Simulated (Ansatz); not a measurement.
# TePb (Fm-3m) in Ansatz: further runs

The runs below take TePb through band structure, phonons, with PBE, LDA.

All numbers are computed with Ansatz 0.2.0; they aren't measurements. Logs are shortened: lines on timing, memory, paths and dates and some standing lists are left out, and cuts for length are marked.

**Experimental background.**

From a printed reference work, monograph, for a bulk crystal of TePb at 4.2 K: band gap 0.19 eV (direct).

The runs below are set against these values where they give the same quantity.

### Step 1. Starting point

It takes space group Fm-3m (No. 225, cubic). Conventional cell: a = 6.462 Å, b = 6.462 Å, c = 6.462 Å, α = 90.00°, β = 90.00°, γ = 90.00°. Pb (site symmetry m-3m) is surrounded by 6 Te at 3.23 Å. Te (site symmetry m-3m) is surrounded by 6 Pb at 3.23 Å.

### Step 2. Band structure, PBE, spin-orbit coupling, no magnetisation

input.yaml reads:

```yaml
crystal:
  lattice:
    - [0.0, 3.231, 3.231]
    - [3.231, 0.0, 3.231]
    - [3.231, 3.231, 0.0]
  atoms:
    - { symbol: Pb, position: [0.0, 0.0, 0.0] }
    - { symbol: Te, position: [0.5, 0.5, 0.5] }
kpoints:
  mp_grid: { grid: [5, 5, 5] }
  band_path:
    path:
      - [0.0, 0.0, 0.0]
      - [0.5, 0.0, 0.5]
      - [0.5, 0.25, 0.75]
      - [0.375, 0.375, 0.75]
      - [0.0, 0.0, 0.0]
      - [0.5, 0.5, 0.5]
      - [0.625, 0.25, 0.625]
      - [0.5, 0.25, 0.75]
    npoints: 12
scf:
  occupations: { method: fermi_dirac, width: 0.05 }
hamiltonian:
  xc: pbe
  pseudopotentials: { kind: all_electron, lapw: { basis_error: 0.001 } }
magnetization:
  noncollinear: true
  spin_orbit: true
output:
  forces: true
  stress: true
  eigenvalues: true
```

Potentials or basis: all-electron LAPW, relativistic spinors.

Started as:

```sh
$ ansatz run input.yaml --threads 1 --pin off --max-ram 3072MiB --backend cpu --events-out ev --progress --plain --runs-dir out
```

The program printed:

```text
Warning: RAYON_NUM_THREADS=1 ignored (pool sized by the plan → 1); use --threads N
LAPW: plane waves up to 6.849 Å⁻¹, error target 1.0e-3 eV per atom; Dirac's equation on spinors; Te in spheres of 1.578 Å, 24 of its electrons in bands; Pb in spheres of 1.653 Å, 36 of its electrons in bands (how accurate: hamiltonian.pseudopotentials.lapw.basis_error, Limitations)
Engine: ansatz 0.2.0, aarch64-unknown-linux-gnu
Pseudopotentials: kind: all_electron
Pseudopotential: Pb, LAPW, valence charge 36, lapw/all_electron/dirac/gaussian/Pb, Dirac's equation, gaussian nucleus
Pseudopotential: Te, LAPW, valence charge 24, lapw/all_electron/dirac/gaussian/Te, Dirac's equation, gaussian nucleus
Functional definition: PBE
  parameter kappa = 0.804
  parameter beta = 0.06672455060314922
  exchange = pbe_x(kappa = kappa, mu = beta*pi^2/3)
  correlation = pbe_c(beta = beta)
non-collinear run that drives no moment, with spin-orbit: no starting moment large enough to seed its density (crystal.atoms[].spin), no starting occupations that ask for one, no magnetisation constraint and no magnetic field, so the semilocal B_xc is pinned to zero
Crystal: 2 atoms, lattice volume = 67.459 Å³
Basis set: ecut = 178.73413623117256 eV, 339 PW (Γ), exchange–correlation at level 2
Bands: 72, of which v1, the nominal top of the filled ones, is band 60 counted from 1 (59 counted from 0)
Symmetry: 48 space group operations + 48 with time reversal
Magnetic group: BNS 225.117 (UNI 1619), of the structure as read, at distance tolerance 4.1e-5 Å
k-points: 10 of 125
Non-local potential: Pb, projectors of the file, none
Non-local potential: Te, projectors of the file, none
Initial density: superposition of atomic densities (chi_scale 0.1, normalization cell, long waves kept (reshape's long-wave potential 0.00 eV rms))
Initial wavefunctions: plane waves of lowest kinetic energy (no species holds an atomic orbital)
Functional: x = pbe(κ = 0.804, μ = 0.2195149727645171), c = pbe(β = 0.06672455060314922)
iter 1 solved again at ethr=5.44e-4 eV; its pass at ethr=1.00e-1 eV (dr2=3.26e-1 eV) is discarded
SCF iter   1: F=—  HF=-754286.604488 eV  |F-HF|=—  |Δ(HF+E_count)|=         —  Δρ=1.39e-2  dr2=3.26e-1  dr2_m=0.00e0 (ungated)  ethr=5.44e-4  |M|=0.00e0 ∫|m|=0.00e0 μB  β_m=0.30  ⟨swp⟩=2.6  Hψ=4445  notcnv=0
preconditioner: auto → none  [insulator: Δε(μ)=0.612 eV  Ē_g=15.941 eV  σ=0.050 eV  W_gap=1.00  n_scr=14 (ndim 8)  ℏωp=20.2 eV  f_vac=0.112  D(μ)=0.01/eV (n_scr^D=0)  ε∞_Penn≈2.6]
SCF iter   2: F=—  HF=-754286.516872 eV  |F-HF|=—  |Δ(HF+E_count)|=   8.76e-2  Δρ=5.98e-3  dr2=4.68e-2  dr2_m=0.00e0 (ungated)  ethr=5.44e-4  |M|=0.00e0 ∫|m|=0.00e0 μB  β_m=0.37  ⟨swp⟩=2.0  Hψ=2250  notcnv=0
SCF iter   3: F=—  HF=-754286.513756 eV  |F-HF|=—  |Δ(HF+E_count)|=   3.12e-3  Δρ=2.50e-3  dr2=5.29e-3  dr2_m=0.00e0 (ungated)  ethr=7.80e-5  |M|=0.00e0 ∫|m|=0.00e0 μB  β_m=0.52  ⟨swp⟩=2.0  Hψ=2132  notcnv=0
iter 4 solved again at ethr=2.98e-7 eV; its pass at ethr=8.82e-6 eV (dr2=1.79e-4 eV) is discarded
SCF iter   4: F=—  HF=-754286.515821 eV  |F-HF|=—  |Δ(HF+E_count)|=   2.06e-3  Δρ=4.97e-4  dr2=1.79e-4  dr2_m=0.00e0 (ungated)  ethr=2.98e-7  |M|=0.00e0 ∫|m|=0.00e0 μB  β_m=0.59  ⟨swp⟩=2.0  Hψ=3630  notcnv=0
SCF iter   5: F=—  HF=-754286.515980 eV  |F-HF|=—  |Δ(HF+E_count)|=   1.59e-4  Δρ=3.98e-5  dr2=1.12e-6  dr2_m=0.00e0 (ungated)  ethr=2.98e-7  |M|=0.00e0 ∫|m|=0.00e0 μB  β_m=0.59  ⟨swp⟩=2.8  Hψ=2174  notcnv=0
SCF iter   6: F=—  HF=-754286.515981 eV  |F-HF|=—  |Δ(HF+E_count)|=   1.33e-6  Δρ=1.49e-5  dr2=1.60e-7  dr2_m=0.00e0 (ungated)  ethr=1.87e-9  |M|=0.00e0 ∫|m|=0.00e0 μB  β_m=0.63  ⟨swp⟩=3.0  Hψ=2220  notcnv=0
SCF iter   7: F=-754286.515982 eV  HF=-754286.515982 eV  |F-HF|=2.91e-8  |Δ(HF+E_count)|=   4.33e-7  Δρ=4.12e-6  dr2=8.86e-9  dr2_m=0.00e0 (ungated)  ethr=2.67e-10  |M|=0.00e0 ∫|m|=0.00e0 μB  ⟨swp⟩=3.0  Hψ=2232  notcnv=0
SCF 1 converged in 7 iterations: F = -754286.515982 eV  dr2 = 8.86e-9
NSCF: frozen V_eff on 85 k-points
SCF converged after 7 iterations
Magnetization: |M| = 0.0000 μB,  M = (+0.0000, +0.0000, +0.0000) μB
Absolute magnetization: 0.0000 μB (∫|m|)
  site 0: m = (+0.0000, +0.0000, +0.0000) μB, |m| = 0.0000 μB  (R = 1.65 Å)
  site 1: m = (+0.0000, +0.0000, +0.0000) μB, |m| = 0.0000 μB  (R = 1.58 Å)
Free energy (F): -754286.515982 eV
Harris-Foulkes:  -754286.515982 eV  (|F-HF|=2.91e-8)
Internal energy: -754286.514614 eV  (E = F + TS)
E sigma→0 (E₀):  -754286.515298 eV
Entropy (-TS):   -0.001368 eV (-0.684 meV/atom)
Fermi energy:    11.931640 eV
--- Per-component energies (eV) ---
  E_band       = -3402.088326
  E_kinetic    = 857608.067853
  E_xc         = -15413.869913
  E_electrostatic = -1596480.712554  (all electrons and nuclei)
  E_smearing   = -0.001368  (= −TS)
  E_closure    = 0.000000  (closes the sum)
  E_atoms      = -754278.960151  (free atoms, spherical and without spin; not in F)
  Σ components = -754286.515982   (vs F -754286.515982, Δ=0.00e0)
  Basis errors (estimates in eV, not in F): energy 3.5e-4 per atom: plane waves 3.3e-4 (1.8e-4 summed), levels above the bands 6.4e-65, relativity 9.7e-8, radial functions 1.5e-5, core shells 8.1e-9; eigenvalues (radial functions only) 2.1e-6; not estimated: angular momenta, meshes, grids; target (lapw.basis_error) 1.0e-3; muffin-tin radii Te 1.578 Å, Pb 1.653 Å
--- Forces (eV/Å), atoms counted from 1 ---
  atom   1  Pb     0.00000000     0.00000000    -0.00000000
  atom   2  Te    -0.00000000     0.00000000     0.00000000
  max |Σ_I F_I| component: 1.46e-25 eV/Å
--- Stress (GPa, compression-positive) ---
        1.908462      -0.000000       0.000000
       -0.000000       1.908462      -0.000000
        0.000000      -0.000000       1.908462
  P = ⅓ Tr σ = 1.9085 GPa (19.085 kbar)
--- Band table (eV; the first three rows and the last of 10) ---
  k-point 0: bands = ["-146.9926", "-146.9926", "-127.1294", "-127.1294", "-118.7703", "-118.7703", "-118.7684", "-118.7684", "-118.7684", "-118.7684", "-113.7398", "-113.7398", "-113.7381", "-113.7381", "-113.7381", "-113.7381", "-113.7371", "-113.7371", "-103.8215", "-103.8215", "-94.1136", "-94.1136", "-94.1136", "-94.1136", "-85.6827", "-85.6827", "-63.3590", "-63.3590", "-63.3590", "-63.3590", "-25.2821", "-25.2821", "-25.2821", "-25.2821", "-23.8187", "-23.8187", "-23.8187", "-23.8187", "-23.8157", "-23.8157", "-6.2791", "-6.2791", "-6.2791", "-6.2791", "-3.7140", "-3.7140", "-3.7140", "-3.7140", "-3.7067", "-3.7067", "-0.2157", "-0.2157", "6.2830", "6.2830", "9.6407", "9.6407", "10.7626", "10.7626", "10.7626", "10.7626", "14.3784", "14.3784", "16.5108", "16.5108", "16.5108", "16.5108", "17.5978", "17.5978", "17.5978", "17.5978", "17.7304", "17.7304"]
  k-point 1: bands = ["-146.9926", "-146.9926", "-127.1294", "-127.1294", "-118.7703", "-118.7703", "-118.7684", "-118.7684", "-118.7684", "-118.7684", "-113.7398", "-113.7398", "-113.7381", "-113.7381", "-113.7381", "-113.7381", "-113.7371", "-113.7371", "-103.8215", "-103.8215", "-94.1136", "-94.1136", "-94.1136", "-94.1136", "-85.6827", "-85.6827", "-63.3590", "-63.3590", "-63.3590", "-63.3590", "-25.2821", "-25.2821", "-25.2820", "-25.2820", "-23.8187", "-23.8187", "-23.8185", "-23.8185", "-23.8156", "-23.8156", "-6.2801", "-6.2801", "-6.2774", "-6.2774", "-3.7199", "-3.7199", "-3.7117", "-3.7117", "-3.7025", "-3.7025", "0.1163", "0.1163", "5.2764", "5.2764", "9.9273", "9.9273", "10.8424", "10.8424", "11.1435", "11.1435", "13.4057", "13.4057", "14.8919", "14.8919", "15.1720", "15.1720", "17.5574", "17.5574", "18.3463", "18.3463", "18.3886", "18.3886"]
  k-point 2: bands = ["-146.9926", "-146.9926", "-127.1294", "-127.1294", "-118.7703", "-118.7703", "-118.7684", "-118.7684", "-118.7684", "-118.7684", "-113.7398", "-113.7398", "-113.7381", "-113.7381", "-113.7381", "-113.7381", "-113.7371", "-113.7371", "-103.8215", "-103.8215", "-94.1136", "-94.1136", "-94.1136", "-94.1136", "-85.6827", "-85.6827", "-63.3591", "-63.3591", "-63.3590", "-63.3590", "-25.2820", "-25.2820", "-25.2818", "-25.2818", "-23.8187", "-23.8187", "-23.8182", "-23.8182", "-23.8153", "-23.8153", "-6.2818", "-6.2818", "-6.2747", "-6.2747", "-3.7298", "-3.7298", "-3.7080", "-3.7080", "-3.6957", "-3.6957", "0.9346", "0.9346", "3.6643", "3.6643", "10.3894", "10.3894", "11.0651", "11.0651", "11.6762", "11.6762", "12.1264", "12.1264", "13.3523", "13.3523", "13.7924", "13.7924", "19.1348", "19.1348", "20.2237", "20.2237", "20.2893", "20.2893"]
  k-point 9: bands = ["-146.9926", "-146.9926", "-127.1294", "-127.1294", "-118.7703", "-118.7703", "-118.7684", "-118.7684", "-118.7684", "-118.7684", "-113.7398", "-113.7398", "-113.7381", "-113.7381", "-113.7381", "-113.7381", "-113.7371", "-113.7371", "-103.8215", "-103.8215", "-94.1136", "-94.1136", "-94.1136", "-94.1136", "-85.6827", "-85.6827", "-63.3591", "-63.3591", "-63.3591", "-63.3591", "-25.2819", "-25.2819", "-25.2818", "-25.2818", "-23.8185", "-23.8185", "-23.8183", "-23.8183", "-23.8152", "-23.8152", "-6.2819", "-6.2819", "-6.2761", "-6.2761", "-3.7424", "-3.7424", "-3.7132", "-3.7132", "-3.6900", "-3.6900", "1.4238", "1.4238", "3.9299", "3.9299", "8.2736", "8.2736", "8.3519", "8.3519", "11.0810", "11.0810", "13.5411", "13.5411", "16.4852", "16.4852", "16.6160", "16.6160", "17.9688", "17.9688", "19.5142", "19.5142", "21.9942", "21.9942"]
```

It took 1.7 min on 1 thread of Arm Neoverse V1, shared host; peak memory 0.41 GiB.

Results:

```
Free energy             : -754286.5160 eV
Pressure                : 1.9 GPa
Band gap along the path : 0.10 eV, direct
```

Levels at the corners of the path, in eV from the Fermi level:
```tsv
point	band 57	band 58	band 59	band 60	band 61	band 62	band 63	band 64
Γ	-1.17	-1.17	-1.17	-1.17	2.45	2.45	4.58	4.58
X	-3.36	-3.36	-2.64	-2.64	3.19	3.19	4.37	4.37
W	-3.96	-3.96	-0.52	-0.52	1.36	1.36	5.03	5.03
K	-2.73	-2.73	-2.03	-2.03	2.90	2.90	3.93	3.93
Γ	-1.17	-1.17	-1.17	-1.17	2.45	2.45	4.58	4.58
L	-0.81	-0.81	-0.14	-0.14	-0.04	-0.04	1.16	1.16
U	-2.73	-2.73	-2.03	-2.03	2.90	2.90	3.93	3.93
W	-3.96	-3.96	-0.52	-0.52	1.36	1.36	5.03	5.03
```

Caveat: this odd mesh misses L, where the gap lies, so gap, dielectric constants and Born charges aren't listed.

### Step 3. Phonons, LDA

input.yaml reads:

```yaml
crystal:
  lattice:
    - [0.0, 3.231, 3.231]
    - [3.231, 0.0, 3.231]
    - [3.231, 3.231, 0.0]
  atoms:
    - { symbol: Pb, position: [0.0, 0.0, 0.0] }
    - { symbol: Te, position: [0.5, 0.5, 0.5] }
kpoints:
  mp_grid: { grid: [5, 5, 5] }
scf:
  occupations: { method: fermi_dirac, width: 0.05 }
hamiltonian:
  xc: lda
  pseudopotentials: { kind: all_electron, lapw: { basis_error: 0.001 } }
output: {}
phonons:
  method: fd
  supercell: [1, 1, 1]
```

Potentials or basis: all-electron LAPW, scalar-relativistic.

Started as:

```sh
$ ansatz run input.yaml --threads 1 --pin off --max-ram 3072MiB --backend cpu --events-out ev --progress --plain --runs-dir out
```

The program printed:

```text
Warning: RAYON_NUM_THREADS=1 ignored (pool sized by the plan → 1); use --threads N
LAPW: plane waves up to 7.137 Å⁻¹, error target 1.0e-3 eV per atom; small_component_spin mean_spin; Te in spheres of 1.534 Å, 24 of its electrons in bands, Dirac shells []; Pb in spheres of 1.600 Å, 36 of its electrons in bands, Dirac shells [] (how accurate: hamiltonian.pseudopotentials.lapw.basis_error, Limitations)
[... 2 set-up lines as earlier in the session ...]
Pseudopotential: Pb, LAPW, valence charge 36, lapw/all_electron/scalar/gaussian/Pb, Koelling and Harmon's equation, gaussian nucleus
Pseudopotential: Te, LAPW, valence charge 24, lapw/all_electron/scalar/gaussian/Te, Koelling and Harmon's equation, gaussian nucleus
Functional definition: SPW92
  exchange = slater_x
  correlation = pw_c
Crystal: 2 atoms, lattice volume = 67.459 Å³
[... 99 lines left out ...]
  k-point 1: bands = ["-146.7566", "-127.9573", "-117.0907", "-117.0888", "-117.0888", "-117.0888", "-117.0872", "-117.0872", "-117.0872", "-96.9735", "-96.9735", "-96.9735", "-69.6552", "-69.6552", "-69.6552", "-24.5700", "-24.5700", "-24.5632", "-24.5632", "-24.5632", "-5.1534", "-5.1534", "-5.1340", "-5.1294", "-5.1294", "-0.2650", "4.7784", "10.2496", "10.2496", "10.6285", "13.9758", "14.2832", "14.2832", "17.1932", "18.0421", "18.0421"]
  k-point 2: bands = ["-146.7566", "-127.9573", "-117.0907", "-117.0888", "-117.0888", "-117.0888", "-117.0872", "-117.0872", "-117.0872", "-96.9735", "-96.9735", "-96.9735", "-69.6552", "-69.6552", "-69.6552", "-24.5699", "-24.5699", "-24.5631", "-24.5629", "-24.5629", "-5.1626", "-5.1626", "-5.1329", "-5.1194", "-5.1194", "0.5744", "3.1775", "10.5402", "10.5402", "11.2706", "12.4337", "12.9201", "12.9201", "18.7706", "19.9452", "19.9452"]
  k-point 9: bands = ["-146.7566", "-127.9573", "-117.0907", "-117.0888", "-117.0888", "-117.0888", "-117.0872", "-117.0872", "-117.0872", "-96.9735", "-96.9735", "-96.9735", "-69.6552", "-69.6552", "-69.6552", "-24.5702", "-24.5698", "-24.5632", "-24.5629", "-24.5625", "-5.1908", "-5.1509", "-5.1325", "-5.1215", "-5.1113", "1.0624", "3.4129", "8.0734", "8.0763", "10.7910", "13.3312", "16.1475", "16.2835", "17.5922", "19.1159", "21.6829"]
--- Phonons: 2 displaced members + reference (amplitude 0.005 Å, Σ member SCF iterations 11) ---
  symmetry images taken by strict's conditions (phonons.symmetry_images: auto; settled by no image being taken that strict refuses)
  ASR residual: 8.395e-4 → 0.000e0 eV/Å²; symmetrization residual: 5.245e-5 eV/Å²
  largest component of a force at the reference: 1.1e-30 eV/Å
  ASR residual per site (eV/Å²): 8.40e-4 5.66e-5
  Γ frequencies (cm⁻¹): -20.99 -20.99 -20.99 0.00 0.00 0.00
  density of states and harmonic sums: on the 17×17×17 q-mesh, interpolated from the force constants of a 1×1×1 supercell (no non-analytic term)
  largest difference from the sums on the solved wave vectors: F 0.00e0 eV, S 0.00e0 and C_V 0.00e0 eV/K
  zero-point energy: -0.000000 eV/cell   skipped modes (ω ≤ 0): 990, of them read as no rigid motion or as one in doubt: 987 (5.999e0 modes/cell left out, lowest -20.99 cm⁻¹)   left out of the sums: 1.00e0 of the cell's modes: C_V's classical limit lies that fraction below 3 k_B per atom; for a crystal, a wire or a layer, F and S can be off by more, and a phonons.interpolated_qmesh denser along its periods is the remedy for the sampling
```

phdos.tsv:

```text
# omega_inv_cm	omega_thz	g_bin_mean(omega)[modes/inv_cm]
# format = ansatz-phdos/2
# interpolated_qmesh = 17 17 17
# force_constants_supercell = 1 1 1
# lo_to_splitting: not included (the non-analytic LO-TO correction is not applied to the interpolated dynamical matrix; polar crystals: no LO-TO splitting at GAMMA, and LO and other optical branches, acoustic branches and sound speeds, and with them the density of states and the thermodynamics, can be off between the wave vectors that the force constants were sampled on, most near GAMMA; a larger extent of the force constants narrows that region and is not shown to mend the acoustic slopes)
# g_bin_mean(omega): the modes in a bin one row spacing wide, centred on omega, divided by that spacing. A flat band (one whose frequency is the same at every q-point) is counted whole in the row whose bin holds it (on the edge of two bins, in the lower row). The modes of the run's own cell are the sum of g_bin_mean times the row spacing in inv_cm (a plain sum, not the trapezoid rule); for a one-atom cell on a GAMMA-only q-mesh every row is zero, so that sum is 0, not 3
-20.987675	-0.629195	6.760848e-4
-20.945699	-0.627936	1.757821e-2
-20.903724	-0.626678	5.460853e-2
-20.861749	-0.625419	6.116714e-2
-20.819773	-0.624161	7.466450e-2
-20.777798	-0.622903	8.925946e-2
[... 493 lines left out ...]
-0.041975	-0.001258	1.829371e-6
0.000000	0.000000	7.036041e-8
```

It took 49 s on 1 thread of Arm Neoverse V1, shared host; peak memory 0.29 GiB.

What came out:

| Property | Result |
| --- | --- |
| Free energy | -752495.2429 eV |
| Highest phonon frequency at Γ, LO-TO splitting left out | 0 cm⁻¹ |
| Most unstable mode | 21i cm⁻¹ |

Levels at points of the mesh, in eV from the Fermi level:
```csv
k point,band 28,band 29,band 30,band 31,band 32,band 33
"(0.00, 0.00, 0.00)",-1.75,-1.75,-1.75,3.58,3.58,3.58
```

Phonon frequencies in cm⁻¹ (negative: imaginary):
| q point | frequencies |
| --- | --- |
| (0.000, 0.000, 0.000) | -21 -21 -21 0 0 0 |

Caveat: some modes are imaginary; this odd mesh misses L, where the gap lies, so gap, dielectric constants and Born charges aren't listed. Spin-orbit coupling is left out, which matters for the levels of Pb, Te.

### Step 4. Against experiment

Step 2. Measured gap of TePb: 0.19 eV (direct; 4.2 K; a printed reference work, monograph). This calculation gives 0.10 eV (-0.09 eV). The value is that of PBE, without temperature or zero-point motion. Semilocal functionals fall short of measured gaps as a rule.
